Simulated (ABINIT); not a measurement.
# HgTe (Coloradoite) (F-43m) in ABINIT: settings compared

One crystal, HgTe (Coloradoite), is run at these levels: LDA, RPBE; tasks: equation of state, band structure.

Everything below comes from runs of ABINIT 10.8.3 (patched build). Logs are shortened: lines on timing, memory, paths and dates and some standing lists are left out, and cuts for length are marked. The log counts tension as positive stress, the text compression.

**Experimental background.**

A printed reference work, monograph reports, for a bulk crystal of HgTe: bulk modulus 43 GPa.

How close the calculation comes is told below.

## Step 1: The crystal as given

Symmetry: F-43m, No. 216, cubic system. Conventional cell: a = 6.429 Å, b = 6.429 Å, c = 6.429 Å, α = 90.00°, β = 90.00°, γ = 90.00°. Hg (site symmetry -43m) is surrounded by 4 Te at 2.78 Å. Around Te (site symmetry -43m) lie 4 Hg at 2.78 Å.

## Step 2: Equation of state, LDA

run.abi

```
# Datasets: one volume each
ndtset 7
getwfk -1
scalecart1 3*0.9795861087
scalecart2 3*0.9864848297
scalecart3 3*0.9932883884
scalecart4 3*1.0000000000
scalecart5 3*1.0066227096
scalecart6 3*1.0131594038
scalecart7 3*1.0196128224

# Pseudopotentials
pp_dirpath "./"
pseudos "Hg.hgh, Te.hgh"

# Structure
acell 3*1.0
rprim
     0.0000000000     6.0745246276     6.0745246276
     6.0745246276     0.0000000000     6.0745246276
     6.0745246276     6.0745246276     0.0000000000
ntypat 2
znucl 80 52
natom 2
typat 1 2
xred
     0.0000000000     0.0000000000     0.0000000000
     0.7500000000     0.7500000000     0.7500000000

# Plane-wave basis
ecut 16.0

# k points
kptopt 1
ngkpt 7 7 7
nshiftk 1
shiftk 0.0 0.0 0.0

# Exchange and correlation
ixc 7

# Bands and occupations
nband 8
occopt 3
tsmear 0.05 eV

# SCF cycle
nstep 100
tolvrs 1.0e-10

# Output
iomode 3
prtwf 1
prtden 0
prteig 0
prtebands 0
enunit 1
```

Potentials or basis: HGH LDA.

The run is started by

```bash
$ abinit run.abi > log 2>&1
```

run.abo:

```text
.Version 10.8.3 of ABINIT
 DATASET    1 : space group F-4 3 m (#216); Bravais cF (face-center cubic)
================================================================================
 Values of the parameters that define the memory need for DATASET  1.
     intxc =       0    ionmov =       0      iscf =       7    lmnmax =       6
     lnmax =       6     mgfft =      32  mpssoang =       3    mqgrid =    3001
     natom =       2  nloc_mem =       1    nspden =       1   nspinor =       1
    nsppol =       1      nsym =      24    n1xccc =       0    ntypat =       2
    occopt =       3   xclevel =       1
       mpw =        1308          nfft =       32768          nkpt =          20
================================================================================
================================================================================
[... 61 lines left out ...]
 DATASET    7 : space group F-4 3 m (#216); Bravais cF (face-center cubic)
================================================================================
 Values of the parameters that define the memory need for DATASET  7.
     intxc =       0    ionmov =       0      iscf =       7    lmnmax =       6
     lnmax =       6     mgfft =      32  mpssoang =       3    mqgrid =    3001
     natom =       2  nloc_mem =       1    nspden =       1   nspinor =       1
    nsppol =       1      nsym =      24    n1xccc =       0    ntypat =       2
    occopt =       3   xclevel =       1
       mpw =        1468          nfft =       32768          nkpt =          20
================================================================================
================================================================================

--------------------------------------------------------------------------------
------------- Echo of variables that govern the present computation ------------
--------------------------------------------------------------------------------
 -outvars: echo values of preprocessed input variables --------
            acell      1.0000000000E+00  1.0000000000E+00  1.0000000000E+00 Bohr
              amu      2.00590000E+02  1.27600000E+02
             ecut      1.60000000E+01 Hartree
           enunit           1
           getwfk          -1
              ixc           7
           jdtset        1    2    3    4    5    6    7
         kptrlatt        7    0    0      0    7    0      0    0    7
          kptrlen1     5.89071420E+01
          kptrlen2     5.93219947E+01
          kptrlen3     5.97311249E+01
          kptrlen4     6.01347258E+01
          kptrlen5     6.05329806E+01
          kptrlen6     6.09260629E+01
          kptrlen7     6.13141375E+01
            natom           2
            nband           8
           ndtset           7
            ngfft          32      32      32
             nkpt          20
            nstep         100
             nsym          24
[... 63 lines left out ...]

 chkinp: Checking input parameters for consistency, jdtset=   1.

 chkinp: Checking input parameters for consistency, jdtset=   2.
[... 33 lines left out ...]
 getcut: wavevector=  0.0000  0.0000  0.0000  ngfft=  32  32  32
         ecut(hartree)=     16.000   => boxcut(ratio)=   2.11181

--- Pseudopotential description ------------------------------------------------
- pspini: atom type   1  psp file is ./Hg.hgh
    3    1    2    0      2001   0.00000      pspcod,pspxc,lmax,lloc,mmax,r2well

 pspatm : COMMENT -
  the projectors are not normalized,
  so that the KB energies are not consistent with
  definition in PRB44, 8503 (1991).
  However, this does not influence the results obtained hereafter.

- pspini: atom type   2  psp file is ./Te.hgh
    3    1    2    0      2001   0.00000      pspcod,pspxc,lmax,lloc,mmax,r2well

 pspatm : COMMENT -
  the projectors are not normalized,
  so that the KB energies are not consistent with
  definition in PRB44, 8503 (1991).
  However, this does not influence the results obtained hereafter.

   2.56866721E+02                                ecore*ucvol(ha*bohr**3)
--------------------------------------------------------------------------------

================================================================================

--- !BeginCycle
iteration_state: {dtset: 1, }
solver: {iscf: 7, nstep: 100, nline: 4, wfoptalg: 0, }
tolerances: {tolvrs: 1.00E-10, }
...
[... 996 lines left out ...]
-Cartesian components of stress tensor (GPa)         [Pressure= -1.3017E+01 GPa]
- sigma(1 1)=  1.30166730E+01  sigma(3 2)=  0.00000000E+00
- sigma(2 2)=  1.30166730E+01  sigma(3 1)=  0.00000000E+00
- sigma(3 3)=  1.30166730E+01  sigma(2 1)=  0.00000000E+00

== END DATASET(S) ==============================================================
================================================================================

 -outvars: echo values of variables after computation  --------
            acell      1.0000000000E+00  1.0000000000E+00  1.0000000000E+00 Bohr
           etotal1    -9.4657390842E+00
           etotal2    -9.4622315282E+00
           etotal3    -9.4585946241E+00
           etotal4    -9.4548650840E+00
           etotal5    -9.4510701315E+00
           etotal6    -9.4472061878E+00
           etotal7    -9.4433173534E+00
            fcart1    -0.0000000000E+00 -0.0000000000E+00 -0.0000000000E+00
                      -0.0000000000E+00 -0.0000000000E+00 -0.0000000000E+00
            fcart2    -0.0000000000E+00 -0.0000000000E+00 -0.0000000000E+00
                      -0.0000000000E+00 -0.0000000000E+00 -0.0000000000E+00
            fcart3    -0.0000000000E+00 -0.0000000000E+00 -0.0000000000E+00
                      -0.0000000000E+00 -0.0000000000E+00 -0.0000000000E+00
            fcart4    -0.0000000000E+00 -0.0000000000E+00 -0.0000000000E+00
                      -0.0000000000E+00 -0.0000000000E+00 -0.0000000000E+00
            fcart5    -0.0000000000E+00 -0.0000000000E+00 -0.0000000000E+00
                      -0.0000000000E+00 -0.0000000000E+00 -0.0000000000E+00
[... 38 lines left out ...]
                       0.0000000000E+00  0.0000000000E+00  0.0000000000E+00
           xangst1     0.0000000000E+00  0.0000000000E+00  0.0000000000E+00
                       4.7233193164E+00  4.7233193164E+00  4.7233193164E+00
           xangst2     0.0000000000E+00  0.0000000000E+00  0.0000000000E+00
                       4.7565832244E+00  4.7565832244E+00  4.7565832244E+00
           xangst3     0.0000000000E+00  0.0000000000E+00  0.0000000000E+00
                       4.7893882835E+00  4.7893882835E+00  4.7893882835E+00
           xangst4     0.0000000000E+00  0.0000000000E+00  0.0000000000E+00
                       4.8217499967E+00  4.8217499967E+00  4.8217499967E+00
           xangst5     0.0000000000E+00  0.0000000000E+00  0.0000000000E+00
                       4.8536830467E+00  4.8536830467E+00  4.8536830467E+00
           xangst6     0.0000000000E+00  0.0000000000E+00  0.0000000000E+00
                       4.8852013520E+00  4.8852013520E+00  4.8852013520E+00
           xangst7     0.0000000000E+00  0.0000000000E+00  0.0000000000E+00
                       4.9163181231E+00  4.9163181231E+00  4.9163181231E+00
             xred      0.0000000000E+00  0.0000000000E+00  0.0000000000E+00
                       7.5000000000E-01  7.5000000000E-01  7.5000000000E-01
 Calculation completed.
```

Run time: 37 s. Hardware: 1 thread of Arm Neoverse V1, shared host; peak memory 0.09 GiB.

What came out:

* Equilibrium volume: outside the volumes run

Energy against volume, from the lowest point:
| volume (Å³/atom) | energy (meV/atom) |
| --- | --- |
| 31.223 | 0.00 |
| 31.887 | 47.72 |
| 32.551 | 97.21 |
| 33.215 | 147.95 |
| 33.880 | 199.58 |
| 34.544 | 252.15 |
| 35.208 | 305.06 |

Caveat: the cutoff is too short for stress, so the log's stress isn't used; HGH potentials are hard and often keep d shells in the core, so these values are rough. The run has no spin-orbit coupling, so splittings on Hg, Te are missing.

## Step 3: Equation of state, LDA

run.abi: that of step 2 with these lines changed.

```diff
@@ -13,10 +13,10 @@
 pp_dirpath "./"
-pseudos "Hg.hgh, Te.hgh"
+pseudos "Hg.LDA_PW-JTH.xml, Te.LDA_PW-JTH.xml"
 
 # Structure
-acell 3*1.0
+acell 8.5906751133 8.5906751133 8.5906751133
 rprim
-     0.0000000000     6.0745246276     6.0745246276
-     6.0745246276     0.0000000000     6.0745246276
-     6.0745246276     6.0745246276     0.0000000000
+     0.0000000000     0.7071067812     0.7071067812
+     0.7071067812     0.0000000000     0.7071067812
+     0.7071067812     0.7071067812     0.0000000000
 ntypat 2
@@ -30,3 +30,4 @@
 # Plane-wave basis
-ecut 16.0
+ecut 15.0
+pawecutdg 30.0
 
@@ -42,5 +43,5 @@
 # Bands and occupations
-nband 8
+nband 13
 occopt 3
-tsmear 0.05 eV
+tsmear 0.00183747
 
@@ -48,3 +49,3 @@
 nstep 100
-tolvrs 1.0e-10
+tolvrs 1.0e-9
```

Potentials or basis: JTH PAW LDA v2.0.

The run is started by

```bash
$ abinit run.abi > log 2>&1
```

Run time: 90 s. Hardware: 1 thread of Arm Neoverse V1, shared host; peak memory 0.13 GiB.

Results (log left out):

```
Equilibrium volume                      : 33.53 Å³/atom
Bulk modulus                            : 47 GPa
Pressure derivative of the bulk modulus : 5.7 (rough: it moves with the points fitted)
```

Energy against volume, from the lowest point:
```csv
volume (Å³/atom),energy (meV/atom)
31.223,26.77
31.887,12.66
32.551,4.00
33.215,0.00
33.880,0.08
34.544,3.75
35.208,10.67
```

Caveat: the cutoff is too short for stress, so the log's stress isn't used; pressures at fixed basis lie under the slope of the energies. Spin-orbit coupling is left out, which matters for the levels of Hg, Te.

## Step 4: Band structure, RPBE

run.abi

```
# Datasets: ground state, then fixed potential
ndtset 2

# Pseudopotentials
pp_dirpath "./"
pseudos "Hg.GGA_PBE-JTH.xml, Te.GGA_PBE-JTH.xml"

# Structure
acell 4.5459894962 4.5459894962 4.5459894962 Angstrom
rprim
     0.0000000000     0.7071067812     0.7071067812
     0.7071067812     0.0000000000     0.7071067812
     0.7071067812     0.7071067812     0.0000000000
ntypat 2
znucl 80 52
natom 2
typat 1 2
xcart
     0.0000000000     0.0000000000     0.0000000000
     4.8217500000     4.8217500000     4.8217500000 Angstrom

# Plane-wave basis
ecut 20.0
pawecutdg 40.0

# Exchange and correlation
ixc 15

# Bands and occupations
occopt 3
tsmear 0.05 eV

# SCF cycle
nstep 100

# Output
iomode 3
prtwf 0
prteig 0
prtebands 0
enunit 1
prtden1 1

# Dataset 1
kptopt1 1
ngkpt1 7 7 7
nshiftk1 1
shiftk1 0.0 0.0 0.0
nband1 13
tolvrs1 1.0e-9

# Dataset 2: bands along G-X-W-K-G-L-U-W-L-K
iscf2 -2
getden2 1
nband2 17
nbdbuf2 2
tolwfr2 1.0e-12
kptopt2 -9
ndivsm2 6
prteig2 1
prtvol2 -3
kptbounds2
     0.0000000000     0.0000000000     0.0000000000
     0.5000000000     0.0000000000     0.5000000000
     0.5000000000     0.2500000000     0.7500000000
     0.3750000000     0.3750000000     0.7500000000
     0.0000000000     0.0000000000     0.0000000000
     0.5000000000     0.5000000000     0.5000000000
     0.6250000000     0.2500000000     0.6250000000
     0.5000000000     0.2500000000     0.7500000000
     0.5000000000     0.5000000000     0.5000000000
     0.3750000000     0.3750000000     0.7500000000
```

Potentials or basis: JTH PAW PBE v2.0.

The run is started by

```bash
$ abinit run.abi > log 2>&1
```

run.abo:

```text
.Version 10.8.3 of ABINIT
 DATASET    1 : space group F-4 3 m (#216); Bravais cF (face-center cubic)
================================================================================
 Values of the parameters that define the memory need for DATASET  1.
     intxc =       0    ionmov =       0      iscf =      17    lmnmax =      18
     lnmax =       6     mgfft =      36  mpssoang =       3    mqgrid =    3001
     natom =       2  nloc_mem =       2    nspden =       1   nspinor =       1
    nsppol =       1      nsym =      24    n1xccc =       1    ntypat =       2
    occopt =       3   xclevel =       2
       mpw =        1924          nfft =       46656          nkpt =          20
 PAW method is used; the additional fine FFT grid is defined by:
   mgfftf=        50    nfftf =    125000
================================================================================
================================================================================

[... 1503 lines left out ...]
  10.76847
 kpt# 103, nband= 17, wtk=  1.00000, kpt=  0.3750  0.3750  0.7500 (reduced coord)
 -13.88744   -9.82358   -9.72626   -9.58978   -9.44026   -8.90043   -8.11630   -5.54473
  -4.51504   -0.25676    1.56343    4.70952    4.79511    5.38279    7.44283    9.97774
  10.96976

== END DATASET(S) ==============================================================
================================================================================

 -outvars: echo values of variables after computation  --------
            acell      8.5906751191E+00  8.5906751191E+00  8.5906751191E+00 Bohr
           etotal1    -5.0458800414E+01
            fcart1    -2.7704279207E-30 -1.3852139603E-30  5.5408558413E-30
                       2.7704279207E-30  1.3852139603E-30 -5.5408558413E-30
            rprim      0.0000000000E+00  7.0710678120E-01  7.0710678120E-01
                       7.0710678120E-01  0.0000000000E+00  7.0710678120E-01
                       7.0710678120E-01  7.0710678120E-01  0.0000000000E+00
           strten1    -2.2014647419E-04 -2.2014647419E-04 -2.2014647419E-04
                       0.0000000000E+00  0.0000000000E+00  0.0000000000E+00
           xangst      0.0000000000E+00  0.0000000000E+00  0.0000000000E+00
                       4.8217500000E+00  4.8217500000E+00  4.8217500000E+00
             xred      0.0000000000E+00  0.0000000000E+00  0.0000000000E+00
                       7.5000000000E-01  7.5000000000E-01  7.5000000000E-01
 Calculation completed.
```

It took 2.5 min on 1 thread of Arm Neoverse V1, shared host; peak memory 0.16 GiB.

What came out:

- Free energy: -1373.0539 eV
- Pressure: 6.5 GPa
- Band gap on the k mesh: none (metal or under the smearing width)
- Valence electrons inside the program's atomic spheres: Hg 10.00; Te 3.13

Levels at the corners of the path, in eV from the Fermi level:
```
point  band 6  band 7  band 8  band 9  band 10  band 11  band 12  band 13
    Γ   -6.93   -0.60   -0.04   -0.04    -0.04     4.25     4.25     4.25
    X   -6.44   -5.54   -2.36   -2.36     1.93     2.58     8.47     9.12
    W   -6.26   -5.63   -2.75   -2.62     3.16     4.74     5.44     6.35
    K   -6.35   -5.57   -3.00   -1.97     2.29     4.11     7.26     7.34
    Γ   -6.93   -0.60   -0.04   -0.04    -0.04     4.25     4.25     4.25
    L   -6.60   -5.59   -1.05   -1.05     0.76     5.10     5.10     7.15
    U   -6.35   -5.57   -3.00   -1.97     2.29     4.11     7.26     7.34
    W   -6.26   -5.63   -2.75   -2.62     3.16     4.74     5.44     6.35
    L   -6.60   -5.59   -1.05   -1.05     0.76     5.10     5.10     7.15
    K   -6.35   -5.57   -3.00   -1.97     2.29     4.11     7.26     7.34
```

Caveat: the PAW data sets were made with another functional, which shifts forces and pressure a little; spin-orbit coupling is left out, which moves the levels of the heavy elements.

## Step 5: How close it comes

Step 3. Measured bulk modulus of HgTe: 43 GPa (a printed reference work, monograph). This calculation gives 47 GPa (+9.4 %). The fit is for a static lattice scaled at fixed shape and fixed fractional positions.
